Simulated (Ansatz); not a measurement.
Runs of Ansatz 0.2.0 on SnTe. Symmetry: F-43m, No. 216, cubic system. Conventional cell: a = 7.222 Å, b = 7.222 Å, c = 7.222 Å, α = 90.00°, β = 90.00°, γ = 90.00°. Around Te (site symmetry -43m) lie 4 Sn at 3.13 Å. Sn (site symmetry -43m) has 4 Te at 3.13 Å as nearest neighbours. Measurements of this composition are mostly on another form, of space group No. 225.

| task | level | cell | k mesh | cutoff (eV) | target pressure (GPa) | mesh quality | gap on the mesh (eV) | pressure (GPa) |
| --- | --- | --- | --- | --- | --- | --- | --- | --- |
| relaxation of cell and atoms | PBEsol | relaxed to 5 GPa | 7 × 7 × 7 | 420 | 5 | not flagged | none | 5.0 |
| projected density of states | LDA | as given | 4 × 4 × 4 | 420 | - | coarse | none | -2.5 |
| relaxation of cell and atoms | PBEsol | relaxed to 30 GPa | 7 × 7 × 7 | 420 | 30 | not flagged | none | 30.0 |
| relaxation of cell and atoms | PBEsol | relaxed to 2 GPa | 7 × 7 × 7 | 420 | 2 | not flagged | none | 2.0 |
| relaxation of cell and atoms | PBEsol | relaxed to 10 GPa | 7 × 7 × 7 | 420 | 10 | not flagged | none | 10.0 |
| projected density of states | r2SCAN0 | as given | 4 × 4 × 4 | 500 | - | not flagged | 0.99 | (b) |
| projected density of states | PBE0 | as given | 4 × 4 × 4 | 420 | - | not flagged | 0.96 | -0.6 |
| relaxation of cell and atoms | PBEsol | relaxed | 7 × 7 × 7 | 420 | 0 | not flagged | 0.14 | 0.0 |
| projected density of states | PBEsol | as given | 4 × 4 × 4 | 420 | - | coarse | none | -1.7 |
| projected density of states | r2SCAN | as given | 4 × 4 × 4 | 500 | - | coarse | - | (a) |
| relaxation of cell and atoms | PBEsol | relaxed to 20 GPa | 7 × 7 × 7 | 420 | 20 | not flagged | none | 20.0 |
| projected density of states | HSE06 | as given | 4 × 4 × 4 | 420 | - | not flagged | 0.38 | -0.6 |

Alike in all rows: potentials or basis Ansatz PAW; no spin polarisation; smearing fermi-dirac 0.05 eV.

Task: Estimate the missing entries.

Result: (a) -0.8; (b) -0.9.

Caveats: some runs use coarse meshes; the PAW data sets come from PBE, with cores solved anew for the run's functional, which leaves a small shift of forces and pressure; the plane-wave basis is chosen anew once the cell has moved, so the energies of steps on either side of that aren't comparable (some runs); spin-orbit coupling is left out, which moves the levels of the heavy elements (some runs); the thresholds are loose for stress (some runs); odd divisions of the mesh miss points on the zone boundary, where band edges often lie, so the gap on the mesh can be too wide (some runs).

A k mesh can miss the band edges, and the runs leave out spin-orbit coupling on Sn, Te.

A gap of «none» marks a metal or a gap under the smearing width.
